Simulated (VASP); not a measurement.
```yaml
crystal:
  lattice:
    - [0.00000, 2.96734, 2.96734]
    - [2.96734, 0.00000, 2.96734]
    - [2.96734, 2.96734, 0.00000]
  atoms:
    - { symbol: Li, position: [0.00000, 0.00000, 0.00000] }
    - { symbol: I, position: [0.50000, 0.50000, 0.50000] }
```

All values below come from r2SCAN meta-GGA, VASP's PBE PAW potentials (set 64) (plane waves; VASP). Settings: 520 eV cut-off, 8×8×8 Γ-centred mesh, Gaussian smearing of 0.050 eV, potentials Li_sv I.

Unless said otherwise, spin-orbit coupling is left out, though it shifts the bands of the heavy elements here.

Q: Estimate the energy per atom (σ→0), band gap (on the k-mesh) with the smallest direct gap where there is one.

A: 
```json
{
 "band gap (on the k-mesh)": "5.08 eV",
 "smallest direct gap (on the k-mesh)": "5.37 eV",
 "energy per atom (σ→0)": "-14848 meV/atom"
}
```

Only differences to runs with the same potentials and settings are physical.

The compound is LiI in the rock salt structure. This cell is one point of a volume scan, at 0.97 of the reference volume.
